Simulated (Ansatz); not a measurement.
Runs of Ansatz 0.2.0 on Pb. Symmetry: Fm-3m, No. 225, cubic system. Conventional cell: a = 4.950 Å, b = 4.950 Å, c = 4.950 Å, α = 90.00°, β = 90.00°, γ = 90.00°. Pb (site symmetry m-3m) is surrounded by 12 Pb at 3.50 Å. 

```csv
task,level,potentials or basis,spin,cell,k mesh,cutoff (eV),smearing,other keys,gap on the mesh (eV),pressure (GPa)
density of states,PBE0,Ansatz NC,off,as given,7 × 7 × 7,850,tetrahedron uncorrected,scf.occupations.width = left out; …,none,3.6
electron localisation function,PBE,SSSP precision PAW,off,as given,9 × 9 × 9,612,fermi-dirac 0.1 eV,-,none,(b)
atomic charges,BHLYP+D4,PseudoDojo standard (PBE files),off,volume scaled by 1.25,6 × 6 × 6,850,gaussian 0.025 eV,-,none,(a)
atomic charges,PBE+D4,PseudoDojo standard (PBEsol files),off,as given,9 × 9 × 9,850,fermi-dirac 0.01 eV,-,none,-0.1
electrostatic potential,PBE0+D3(BJ),Ansatz NC,off,as given,7 × 7 × 7,850,methfessel-paxton 0.15 eV,scf.occupations.method = methfessel_paxton; …,none,-0.5
electrostatic potential,rPW86-PBE+D3(BJ)-ATM,Ansatz PAW,"SOC, no magnetisation",cell strained at random at fixed volume,7 × 7 × 7,420,tetrahedron,-,none,3.8
density of states,BPBE,Ansatz PAW,off,cell strained at random at fixed volume,7 × 7 × 7,420,methfessel-paxton 0.025 eV,-,none,2.8
single point,r2SCANh,Ansatz PAW polarizable,off,as given,7 × 7 × 7,500,fermi-dirac 0.15 eV,scf.eigensolver.kind = davidson,none,1.5
```

**Question.** Estimate the missing entries.

**Answer.** (a) -7.7; (b) 2.3.

Caveats: the potentials were made for another functional, which shifts forces and pressure (some runs); the thresholds are loose for stress (some runs); pairwise dispersion overbinds metals, which lowers pressure and volume (some runs); the PAW data sets come from PBE, with cores solved anew for the run's functional, which leaves a small shift of forces and pressure (some runs); with tetrahedron occupations forces and stress needn't match the slope of the energy (some runs).

A k mesh can miss the band edges, and rows without SOC leave out spin-orbit coupling on Pb.

A gap of «none» marks a metal or a gap under the smearing width.
